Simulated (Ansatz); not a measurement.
GaN:

```
Ga N
1.0
     0.00000    2.25350    2.25350
     2.25350    0.00000    2.25350
     2.25350    2.25350    0.00000
Ga N
1 1
Cartesian
  0.0000 0.0000 0.0000
  1.1268 1.1268 1.1268
```

The cell is a database's computed one.

Below is the output of Ansatz 0.2.0 for this cell. Logs are shortened: lines on timing, memory, paths and dates and some standing lists are left out, and cuts for length are marked.

```text
Warning: RAYON_NUM_THREADS=1 ignored (pool sized by the plan → 1); use --threads N
LAPW: plane waves up to 10.440 Å⁻¹, error target 2.0e-3 eV per atom; small_component_spin mean_spin; N in spheres of 0.826 Å, 7 of its electrons in bands, Dirac shells []; Ga in spheres of 1.067 Å, 21 of its electrons in bands, Dirac shells [] (how accurate: hamiltonian.pseudopotentials.lapw.basis_error, Limitations)
Engine: ansatz 0.2.0, aarch64-unknown-linux-gnu
Pseudopotentials: kind: all_electron
Pseudopotential: Ga, LAPW, valence charge 21, lapw/all_electron/scalar/gaussian/Ga, Koelling and Harmon's equation, gaussian nucleus
Pseudopotential: N, LAPW, valence charge 7, lapw/all_electron/scalar/gaussian/N, Koelling and Harmon's equation, gaussian nucleus
Functional definition: PBE
  parameter kappa = 0.804
  parameter beta = 0.06672455060314922
  exchange = pbe_x(kappa = kappa, mu = beta*pi^2/3)
  correlation = pbe_c(beta = beta)
Crystal: 2 atoms, lattice volume = 22.888 Å³
Basis set: ecut = 415.28651666153394 eV, 459 PW (Γ), exchange–correlation at level 2
Bands: 18, of which v1, the nominal top of the filled ones, is band 14 counted from 1 (13 counted from 0)
Symmetry: 24 space group operations
k-points: 47 of 1000 (time reversal used)
Non-local potential: Ga, projectors of the file, none
Non-local potential: N, projectors of the file, none
Initial density: superposition of atomic densities (chi_scale 0.1, normalization cell, long waves kept (reshape's long-wave potential 0.00 eV rms))
Initial wavefunctions: plane waves of lowest kinetic energy (no species holds an atomic orbital)
Functional: x = pbe(κ = 0.804, μ = 0.2195149727645171), c = pbe(β = 0.06672455060314922)
iter 1 solved again at ethr=1.97e-2 eV; its pass at ethr=1.00e-1 eV (dr2=5.52e0 eV) is discarded
SCF iter   1: F=—  HF=-54392.851146 eV  |F-HF|=—  |Δ(HF+E_count)|=         —  Δρ=1.38e-1  dr2=5.52e0  ethr=1.97e-2  ⟨swp⟩=2.0  Hψ=5454  notcnv=0
preconditioner: auto → none  [insulator: Δε(μ)=3.174 eV  Ē_g=18.314 eV  σ=0.050 eV  W_gap=1.00  n_scr=14 (ndim 8)  ℏωp=32.9 eV  f_vac=0.000  D(μ)=0.00/eV (n_scr^D=0)  ε∞_Penn≈4.2]
SCF iter   2: F=—  HF=-54391.348504 eV  |F-HF|=—  |Δ(HF+E_count)|=    1.50e0  Δρ=6.24e-2  dr2=7.45e-1  ethr=1.97e-2  ⟨swp⟩=3.0  Hψ=2677  notcnv=0
[... 33 lines left out ...]
SCF converged after 9 iterations
Free energy (F): -54390.858119 eV
Harris-Foulkes:  -54390.858119 eV  (|F-HF|=1.46e-11)
Internal energy: -54390.858119 eV  (E = F + TS)
E sigma→0 (E₀):  -54390.858119 eV
Fermi energy:    12.312225 eV
--- Per-component energies (eV) ---
  E_band       = -1451.227733
  E_kinetic    = 55428.890204
  E_xc         = -2248.782506
  E_electrostatic = -107570.965817  (all electrons and nuclei)
  E_smearing   = -0.000000  (= −TS)
  E_closure    = 0.000000  (closes the sum)
  E_atoms      = -54378.687074  (free atoms, spherical and without spin; not in F)
  Σ components = -54390.858119   (vs F -54390.858119, Δ=0.00e0)
  Basis errors (estimates in eV, not in F): energy 9.0e-4 per atom: plane waves 8.2e-4 (5.0e-4 summed), levels above the bands 3.0e-102, relativity 1.0e-7, radial functions 8.4e-5, core shells 7.5e-10; eigenvalues (radial functions only) 7.3e-6; not estimated: angular momenta, meshes, grids; target (lapw.basis_error) 2.0e-3; muffin-tin radii N 0.826 Å, Ga 1.067 Å
--- Forces (eV/Å), atoms counted from 1 ---
  atom   1  Ga    -0.00000000     0.00000000     0.00000000
  atom   2  N      0.00000000    -0.00000000     0.00000000
  max |Σ_I F_I| component: 3.70e-17 eV/Å
--- Band table (eV; the first three rows and the last of 47) ---
  k-point 0: bands = ["-363.7362", "-130.6402", "-81.3839", "-81.3839", "-81.3839", "-4.5284", "-2.0913", "-2.0913", "-2.0913", "-1.7759", "-1.7759", "11.4007", "11.4007", "11.4007", "13.1348", "21.7147", "21.7147", "21.7147"]
  k-point 1: bands = ["-363.7362", "-130.6402", "-81.3840", "-81.3839", "-81.3839", "-4.4194", "-2.0778", "-2.0778", "-2.0514", "-1.7772", "-1.7772", "10.3034", "11.2943", "11.2943", "13.9910", "21.2166", "21.8779", "21.8779"]
  k-point 2: bands = ["-363.7362", "-130.6401", "-81.3844", "-81.3840", "-81.3840", "-4.1464", "-2.0465", "-2.0465", "-1.8846", "-1.7759", "-1.7759", "8.4943", "11.0325", "11.0325", "15.0707", "20.4370", "22.1392", "22.1392"]
  k-point 46: bands = ["-363.7362", "-130.6401", "-81.3850", "-81.3848", "-81.3845", "-3.4767", "-1.9520", "-1.9075", "-1.7776", "-1.7487", "0.1788", "5.6540", "7.8146", "7.8445", "17.2304", "19.6042", "22.1305", "22.5933"]
--- Phonons: 2 displaced members + reference (amplitude 0.01 Å, Σ member SCF iterations 12) ---
  symmetry images taken by strict's conditions (phonons.symmetry_images: auto; settled by no image being taken that strict refuses)
  ASR residual: 6.751e-4 → 0.000e0 eV/Å²; symmetrization residual: 1.291e-5 eV/Å²
  largest component of a force at the reference: 1.1e-16 eV/Å
  ASR residual per site (eV/Å²): 6.35e-5 6.75e-4
  Γ frequencies (cm⁻¹): 0.00 0.00 0.00 537.37 537.37 537.37
  density of states and harmonic sums: on the 24×24×24 q-mesh, interpolated from the force constants of a 1×1×1 supercell (no non-analytic term)
  largest difference from the sums on the solved wave vectors: F 3.68e-1 eV, S 6.26e-4 and C_V 2.58e-4 eV/K
  zero-point energy: 0.127787 eV/cell   skipped modes (ω ≤ 0): 3   left out of the sums: 3.62e-5 of the cell's modes: C_V's classical limit lies that fraction below 3 k_B per atom; for a crystal, a wire or a layer, F and S can be off by more, and a phonons.interpolated_qmesh denser along its periods is the remedy for the sampling
```

Q: What input gives this log?

A: Phonons with PBE, no spin polarisation. The files as run (others can give the same):

input.yaml
```yaml
crystal:
  lattice:
    - [0.0, 2.2535006075, 2.2535006075]
    - [2.2535006075, 0.0, 2.2535006075]
    - [2.2535006075, 2.2535006075, 0.0]
  atoms:
    - { symbol: Ga, position: [0.0, 0.0, 0.0] }
    - { symbol: "N", position: [0.25, 0.25, 0.25] }
kpoints:
  mp_grid: { grid: [10, 10, 10] }
scf:
  occupations: { method: fermi_dirac, width: 0.05 }
hamiltonian:
  xc: pbe
  pseudopotentials: { kind: all_electron, lapw: { basis_error: 0.002 } }
output: {}
phonons:
  method: fd
  supercell: [1, 1, 1]
```

Potentials or basis: all-electron LAPW, scalar-relativistic.
The run is started by
```console
$ ansatz run input.yaml --threads 1 --pin off --max-ram 3072MiB --backend cpu --events-out ev --progress --plain --runs-dir out
```
